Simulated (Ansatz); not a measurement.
Input and command of a calculation in Ansatz (plane waves; scalar-relativistic PAW potentials unless the input names others):

```yaml
crystal:
  lattice:
    - [0.0, -1.9197, -1.9197]
    - [-1.9197, 0.0, -1.9197]
    - [1.9197, 1.9197, -3.8394]
  atoms:
    - { symbol: Ir, position: [0.4954921932, 0.4954921932, 0.5135337611] }
    - { symbol: Ir, position: [0.0045078068, 0.0045078068, -0.0135337611] }
kpoints:
  mp_grid: { grid: [24, 24, 20] }
hamiltonian:
  xc: revpbe
scf:
  occupations: { method: gaussian, width: 0.15 }
output:
  forces: true
  eigenvalues: true
  stress: true
```

```bash
ansatz run input.yaml --threads 2 --pin off --max-ram 5120MiB --backend cpu --events-out ev --progress --plain --runs-dir out
```

Abridged log:
```
Warning: the atoms were moved onto the symmetric positions of the space group found under crystal.symmetry.tolerance 1.0e-5 (fractional; ...
Warning: crystal.symmetry: narrowed to the stabiliser of the k-point mesh — unitary ops 12 → 4; excluded 8 operations that carry a point of the 24×24×20 mesh (shift [0, 0, 0]) off the mesh (the run samples exactly the mesh kpoints.mp_grid names, as under crystal.symmetry.detect: false, and its converged state has the mesh's symmetry, not the crystal's; ε∞, the Born charges and the force constants of a linear response (`dielectric:` by the response, `phonons.method: dfpt`) are averaged over those of the crystal's operations that the state keeps within a tolerance, where `mesh_tensors`, `unavera ...
Basis set: ecut = 420 eV, 555 PW (Γ), exchange–correlation on 40×40×64 points (8 copies of the dense FFT grid, shifted against one another)
Bands: 21, of which v1, the nominal top of the filled ones, is band 17 counted from 1 (16 counted from 0)
Symmetry: 4 space group operations
k-points: 3014 of 11520
SCF iter   1: F=—  HF=-23889.622912 eV  |F-HF|=—  |Δ(HF+E_count)|=         —  Δρ=4.69e-3  dr2=2.00e-3  ethr=1.77e-3  ⟨swp⟩=4.5  Hψ=237407  notcnv=0
SCF iter   2: F=—  HF=-23889.625430 eV  |F-HF|=—  |Δ(HF+E_count)|=   2.52e-3  Δρ=2.70e-3  dr2=7.02e-4  ethr=5.89e-6  ⟨swp⟩=2.0  Hψ=113304  notcnv=0
SCF iter   3: F=—  HF=-23889.626167 eV  |F-HF|=—  |Δ(HF+E_count)|=   7.36e-4  Δρ=2.04e-4  dr2=8.77e-6  ethr=2.06e-6  ⟨swp⟩=2.0  Hψ=90365  notcnv=0
SCF iter   4: F=—  HF=-23889.626170 eV  |F-HF|=—  |Δ(HF+E_count)|=   3.06e-6  Δρ=8.21e-5  dr2=2.68e-6  ethr=2.58e-8  ⟨swp⟩=2.0  Hψ=91031  notcnv=0
SCF iter   5: F=—  HF=-23889.626170 eV  |F-HF|=—  |Δ(HF+E_count)|=   2.88e-7  Δρ=3.99e-5  dr2=3.26e-7  ethr=7.90e-9  ⟨swp⟩=2.0  Hψ=89522  notcnv=0
SCF iter   6: F=-23889.626170 eV  HF=-23889.626170 eV  |F-HF|=5.41e-9  |Δ(HF+E_count)|=   6.14e-8  Δρ=1.22e-5  dr2=2.82e-8  ethr=2.94e-10  ⟨swp⟩=4.6  Hψ=220662  notcnv=0
SCF 1 converged in 6 iterations: F = -23889.626170 eV  dr2 = 2.82e-8
SCF converged after 6 iterations
Free energy (F): -23889.626170 eV
Harris-Foulkes:  -23889.626170 eV  (|F-HF|=5.41e-9)
Internal energy: -23889.605552 eV  (E = F + TS)
E sigma→0 (E₀):  -23889.615861 eV
Entropy (-TS):   -0.020618 eV (-10.309 meV/atom)
Fermi energy:    25.899883 eV
--- Forces (eV/Å), atoms counted from 1 ---
  atom   1  Ir    -1.05995352    -1.05995352     1.06008713
  atom   2  Ir     1.05995352     1.05995352    -1.06008713
--- Stress (GPa, compression-positive) ---
       15.118339       0.972691      -0.970353
        0.972691      15.118339      -0.970353
       -0.970353      -0.970353      15.113268
  P = ⅓ Tr σ = 15.1166 GPa (151.166 kbar)
```

Apart from outputs and empty bands, the input differs from a reference run on usual settings in hamiltonian.xc: "lda" → "revpbe"; basis.ecutwfc: 420 → not typed. The reference, at the same geometry (not necessarily relaxed), gave pressure -5.49 GPa, largest force 1.597 eV/Å, no gap on the mesh. This run converged in 6 SCF iterations (reference: 6) with a total energy on another zero, pressure 15.12 GPa, largest force 1.836 eV/Å, no gap on the mesh.

It took 11 s on 2 threads of AMD EPYC 9R45 96-Core Processor (Zen 5), with other jobs on the host, peak memory 1.6 GiB.